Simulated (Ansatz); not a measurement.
Runs of Ansatz 0.2.0 on Ge. It takes space group I4_1/amd (No. 141, tetragonal). Conventional cell: a = 5.149 Å, b = 5.149 Å, c = 2.795 Å, α = 90.00°, β = 90.00°, γ = 90.00°. Ge (site symmetry -4m2) is surrounded by 6 Ge at 2.67 to 2.79 Å. This isn't the form of Ge at room conditions, which is diamond.

```csv
task,level,k mesh,points for each segment of the path,mesh quality,gap on the mesh (eV),pressure (GPa),V0 of scaled cells (Å³/atom),B0 (GPa)
band structure,HSE06,8 × 8 × 8,4,not flagged,none,0.2,-,-
equation of state,PBE0,6 × 6 × 6,-,coarse,-,-,(a),83
equation of state,HSE06,6 × 6 × 6,-,coarse,-,-,18.53,(b)
single point,PBE0,8 × 8 × 8,-,not flagged,none,0.0,-,-
```

Alike in all rows: potentials or basis Ansatz PAW; no spin polarisation; cell as given; cutoff (eV) 420; smearing fermi-dirac 0.05 eV.

Q: Estimate the missing entries.

A: (a) 18.46; (b) 80.

Caveats: some runs use coarse meshes; the PAW data sets come from PBE, with cores solved anew for the run's functional, which leaves a small shift of forces and pressure (some runs); the thresholds are loose for stress (some runs); the cell was scaled at fixed shape and fractional positions, which overstates the stiffness of a crystal with free parameters, most of all of layers and chains (some runs); the PAW data sets were made with another functional, which shifts forces and pressure a little (some runs).

A k mesh can miss the band edges, and the runs leave out spin-orbit coupling on Ge.

A gap of «none» marks a metal or a gap under the smearing width.
